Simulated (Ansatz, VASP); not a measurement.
## One calculation of Hf, two programs

```
Hf
1.0
    -1.74527    1.74527    1.74527
     1.74527   -1.74527    1.74527
     1.74527    1.74527   -1.74527
Hf
1
Direct
  0.00000 0.00000 0.00000
```

This isn't the form of Hf at room conditions, which is hcp.

Alike in both runs: task single point; functional PBEsol; k mesh 16 × 16 × 16; occupations gaussian, width 0.1 eV; no spin polarisation.

|  | VASP | Ansatz |
| --- | --- | --- |
| version | VASP 6.6.1 | Ansatz 0.2.0 |
| potentials or method | VASP PAW PBE potentials, release 64 (Hf_pv) | scalar-relativistic, plane waves, PAW |
| plane-wave cutoff (eV) | 520 | 420 |
| valence electrons in the cell | 10 | 26 |

```tsv
	VASP	Ansatz	Ansatz less VASP
gap on the k mesh at the Fermi level (eV)	none	none	-
pressure (GPa)	-0.2	0.0	+0.22
```

A gap of «none» marks a metal or a gap that the smearing closes. With one functional, cell and mesh, what is left measures potentials, basis and numerics. The two sets of potentials don't hold the same shells in valence.

Caveats: the PAW data sets were made with another functional, which shifts forces and pressure a little (VASP). Spin-orbit coupling is left out, which matters for the levels of Hf.
